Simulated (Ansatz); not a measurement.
# CuO: the cost of one run

Program: Ansatz 0.2.0. Level of theory: DFT PBE, scalar-relativistic, plane waves, PAW. These are calculated values, not measurements.

Spin polarisation is switched off on purpose; where the compound carries moments, volume, stiffness and gap are then not the real material's.

## 1. Starting point

It takes space group Cccm (No. 66, orthorhombic). The conventional cell has a = 4.165 Å, b = 4.175 Å, c = 5.152 Å, α = 90.00°, β = 90.00°, γ = 90.00°. Cu (site symmetry 2/m) has 4 O at 1.96 Å as nearest neighbours. Around O (site symmetry 222) lie 4 Cu at 1.96 Å.

As a file:

```
CELL_PARAMETERS angstrom
2.08106 -2.08228 0.16329
2.08106 2.08228 0.16329
-0.40271 0.00000 5.13611
ATOMIC_POSITIONS crystal
Cu 0.00000 0.50000 0.00000
Cu 0.50000 0.00000 0.50000
O 0.49998 0.50002 0.25000
O 0.50002 0.49998 0.75000
```

An earlier run at PBE left this cell at 11.197 Å³/atom and 0.00 GPa (12×12×8 mesh).

Volume factors to run: 0.980, 1.020, 0.960, 1.040.

## 2. Volume × 0.980

Contents of input.yaml:

```yaml
crystal:
  lattice:
    - [2.0670962267, -2.0683049435, 0.1621895966]
    - [2.0670962267, 2.0683049435, 0.1621895966]
    - [-0.4000062727, 0.0, 5.1016371009]
  atoms:
    - { symbol: Cu, position: [0.0, 0.5, 0.0] }
    - { symbol: Cu, position: [0.5, 0.0, 0.5] }
    - { symbol: O, position: [0.4999845472, 0.5000154528, 0.25] }
    - { symbol: O, position: [0.5000154528, 0.4999845472, 0.75] }
basis:
  ecutwfc: 420
  ecutrho_ratio: 4
kpoints:
  mp_grid: { grid: [12, 12, 8] }
hamiltonian:
  xc: pbe
scf:
  occupations: { method: gaussian, width: 0.05 }
output:
  forces: true
  stress: true
  eigenvalues: true
relax:
  f_tol: 0.01
  max_steps: 40
  cell: { stress_tol: 0.1, fix: [volume] }
```

On the command line:

```console
$ ansatz run input.yaml --threads 1 --pin off --max-ram 2560MiB --backend cpu --events-out ev --progress --plain --runs-dir out
```

What time and memory should one allow on 1 thread of AMD EPYC 9R45 (Zen 5), shared host?

About 23 s, with a peak of 0.65 GiB.
